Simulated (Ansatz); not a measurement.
# Na (Im-3m) in Ansatz: reference runs

How does Na come out in PBEsol? The cell is run as given and disturbed.

Program: Ansatz 0.2.0. These are calculated values, not measurements. Logs are shortened: lines on timing, memory, paths and dates and some standing lists are left out, and cuts for length are marked.

### 1 Starting point

Symmetry: Im-3m, No. 229, cubic system. The conventional cell has a = 4.282 Å, b = 4.282 Å, c = 4.282 Å, α = 90.00°, β = 90.00°, γ = 90.00°. Around Na (site symmetry m-3m) lie 8 Na at 3.71 Å.

### 2 Single point, PBEsol

The input, input.yaml:

```yaml
crystal:
  lattice:
    - [-2.141, 2.141, 2.141]
    - [2.141, -2.141, 2.141]
    - [2.141, 2.141, -2.141]
  atoms:
    - { symbol: Na, position: [0.0, 0.0, 0.0] }
kpoints:
  mp_grid: { grid: [9, 9, 9] }
scf:
  occupations: { method: fermi_dirac, width: 0.05 }
hamiltonian:
  xc: pbesol
  pseudopotentials: { kind: all_electron, lapw: { basis_error: 0.001 } }
output:
  forces: true
  stress: true
  eigenvalues: true
  populations: true
```

Potentials or basis: all-electron LAPW, scalar-relativistic.

Run with:

```
$ ansatz run input.yaml --threads 1 --pin off --max-ram 3072MiB --backend cpu --events-out ev --progress --plain --runs-dir out
```

The log of the run:

```text
Warning: RAYON_NUM_THREADS=1 ignored (pool sized by the plan → 1); use --threads N
Na: projections on atomic orbitals take those of the free atom 1s2 2s2 2p6 3s1, of charge +0.00 (hamiltonian.pseudopotentials.projection_atoms)
LAPW: plane waves up to 4.432 Å⁻¹, error target 1.0e-3 eV per atom; small_component_spin mean_spin; Na in spheres of 1.854 Å, 9 of its electrons in bands, Dirac shells [] (how accurate: hamiltonian.pseudopotentials.lapw.basis_error, Limitations)
Engine: ansatz 0.2.0, aarch64-unknown-linux-gnu
Pseudopotentials: kind: all_electron
Pseudopotential: Na, LAPW, valence charge 9, lapw/all_electron/scalar/gaussian/Na, Koelling and Harmon's equation, gaussian nucleus
Functional definition: PBEsol
  exchange = pbesol_x
  correlation = pbesol_c
Crystal: 1 atoms, lattice volume = 39.256 Å³
Basis set: ecut = 74.8448376306899 eV, 55 PW (Γ), exchange–correlation at level 2
Bands: 9, of which v1, the nominal top of the filled ones, is band 5 counted from 1 (4 counted from 0)
Symmetry: 48 space group operations
Space group: Im-3m (ITA 229), of the structure as read, at distance tolerance 3.4e-5 Å
k-points: 35 of 729
Non-local potential: Na, projectors of the file, none
Initial density: superposition of atomic densities (chi_scale 0.1, normalization cell)
Initial wavefunctions: plane waves of lowest kinetic energy (no species holds an atomic orbital)
Functional: x = pbesol(κ = 0.804, μ = 0.12345679012345678), c = pbesol(β = 0.046)
iter 1 solved again at ethr=1.95e-5 eV; its pass at ethr=1.00e-1 eV (dr2=1.76e-3 eV) is discarded
SCF iter   1: F=—  HF=-4409.536718 eV  |F-HF|=—  |Δ(HF+E_count)|=         —  Δρ=1.84e-3  dr2=1.76e-3  ethr=1.95e-5  ⟨swp⟩=3.9  Hψ=2588  notcnv=0
preconditioner: auto → none  [insulator: Δε(μ)=0.191 eV  Ē_g=7.589 eV  σ=0.050 eV  W_gap=0.74  n_scr=12 (ndim 8)  ℏωp=5.9 eV  f_vac=0.000  D(μ)=0.38/eV (n_scr^D=0)  ε∞_Penn≈1.6]
SCF iter   2: F=—  HF=-4409.535385 eV  |F-HF|=—  |Δ(HF+E_count)|=   1.33e-3  Δρ=9.12e-4  dr2=4.30e-4  ethr=1.95e-5  ⟨swp⟩=2.0  Hψ=911  notcnv=0
iter 3 solved again at ethr=6.90e-8 eV; its pass at ethr=4.77e-6 eV (dr2=6.21e-6 eV) is discarded
SCF iter   3: F=—  HF=-4409.535324 eV  |F-HF|=—  |Δ(HF+E_count)|=   6.06e-5  Δρ=1.09e-4  dr2=6.21e-6  ethr=6.90e-8  ⟨swp⟩=2.0  Hψ=1527  notcnv=0
SCF iter   4: F=—  HF=-4409.535289 eV  |F-HF|=—  |Δ(HF+E_count)|=   3.51e-5  Δρ=8.12e-6  dr2=3.46e-8  ethr=6.90e-8  ⟨swp⟩=2.0  Hψ=911  notcnv=0
SCF iter   5: F=-4409.535289 eV  HF=-4409.535289 eV  |F-HF|=9.98e-10  |Δ(HF+E_count)|=   1.21e-7  Δρ=5.37e-7  dr2=1.54e-10  ethr=3.84e-10  ⟨swp⟩=2.2  Hψ=919  notcnv=0
SCF 1 converged in 5 iterations: F = -4409.535289 eV  dr2 = 1.54e-10
SCF converged after 5 iterations
Free energy (F): -4409.535289 eV
Harris-Foulkes:  -4409.535289 eV  (|F-HF|=9.98e-10)
Internal energy: -4409.531990 eV  (E = F + TS)
E sigma→0 (E₀):  -4409.533640 eV
Entropy (-TS):   -0.003299 eV (-3.299 meV/atom)
Fermi energy:    1.328691 eV
--- Per-component energies (eV) ---
  E_band       = -244.034886
  E_kinetic    = 4410.722163
  E_xc         = -379.596720
  E_electrostatic = -8440.657434  (all electrons and nuclei)
  E_smearing   = -0.003299  (= −TS)
  E_closure    = 0.000000  (closes the sum)
  E_atoms      = -4408.143572  (free atoms, spherical and without spin; not in F)
  Σ components = -4409.535289   (vs F -4409.535289, Δ=0.00e0)
  Basis errors (estimates in eV, not in F): energy 2.8e-4 per atom: plane waves 2.8e-4 (1.4e-4 summed), levels above the bands 8.1e-70, relativity 3.4e-9, radial functions 3.3e-6, core shells 3.7e-18; eigenvalues (radial functions only) 3.7e-3; not estimated: angular momenta, meshes, grids; target (lapw.basis_error) 1.0e-3; muffin-tin radii Na 1.854 Å
--- Forces (eV/Å), atoms counted from 1 ---
  atom   1  Na    -0.00000000    -0.00000000    -0.00000000
  max |Σ_I F_I| component: 1.00e-32 eV/Å
--- Stress (GPa, compression-positive) ---
       -0.545158       0.000000       0.000000
        0.000000      -0.545158      -0.000000
        0.000000      -0.000000      -0.545158
  P = ⅓ Tr σ = -0.5452 GPa (-5.452 kbar)
--- Band table (eV; the first three rows and the last of 35) ---
  k-point 0: bands = ["-51.4542", "-23.5253", "-23.5253", "-23.5253", "-1.8117", "12.6915", "12.6915", "12.6915", "13.6679"]
  k-point 1: bands = ["-51.4540", "-23.5288", "-23.5265", "-23.5253", "-1.6034", "10.5245", "11.6763", "11.9836", "12.4799"]
  k-point 2: bands = ["-51.4535", "-23.5374", "-23.5294", "-23.5253", "-0.9831", "7.7912", "10.5336", "11.0915", "11.3993"]
  k-point 34: bands = ["-51.4515", "-23.5465", "-23.5459", "-23.5459", "4.4610", "5.8601", "6.1261", "6.1261", "7.0808"]
--- Löwdin populations: 1 site ---
  site symbol       q [e]
     0     Na     10.9581
  spilling = 0.003805 (of n_electrons = 11.000000)
```

Wall time 0.97 s (1 thread of Arm Neoverse V1, shared host); peak memory 0.18 GiB.

Results:

| Quantity | Value |
| --- | --- |
| Free energy | -4409.5353 eV |
| Pressure | -0.5 GPa |
| Band gap on the k mesh | none (metal or under the smearing width) |

### 3 Single point, PBEsol (cell strained at random at fixed volume)

input.yaml, as its differences from that of step 2:

```diff
@@ -2,7 +2,7 @@
   lattice:
-    - [-2.141, 2.141, 2.141]
-    - [2.141, -2.141, 2.141]
-    - [2.141, 2.141, -2.141]
+    - [-2.057611, 2.143556, 2.199328]
+    - [2.108136, -2.083075, 2.189372]
+    - [2.092, 2.117464, -2.138847]
   atoms:
-    - { symbol: Na, position: [0.0, 0.0, 0.0] }
+    - { symbol: Na, position: [-0.001299, -0.000208, -0.005307] }
 kpoints:
```

Potentials or basis: all-electron LAPW, scalar-relativistic.

Run with:

```
$ ansatz run input.yaml --threads 1 --pin off --max-ram 3072MiB --backend cpu --events-out ev --progress --plain --runs-dir out
```

It took 8.2 s on 1 thread of Arm Neoverse V1, shared host; peak memory 0.26 GiB.

It converged, with:

* Free energy: -4409.5336 eV
* Pressure: -0.5 GPa
* Band gap on the k mesh: none (metal or under the smearing width)

Stress tensor (GPa, compression positive):
```
-0.51 -0.09 -0.15
-0.09 -0.48 -0.20
-0.15 -0.20 -0.62
```

Levels at points of the mesh, in eV from the Fermi level:
| k point | band 1 | band 2 | band 3 | band 4 | band 5 | band 6 | band 7 | band 8 | band 9 |
| --- | --- | --- | --- | --- | --- | --- | --- | --- | --- |
| (0.00, 0.00, 0.00) | -52.81 | -24.88 | -24.88 | -24.88 | -3.17 | 10.94 | 11.21 | 11.70 | 12.20 |
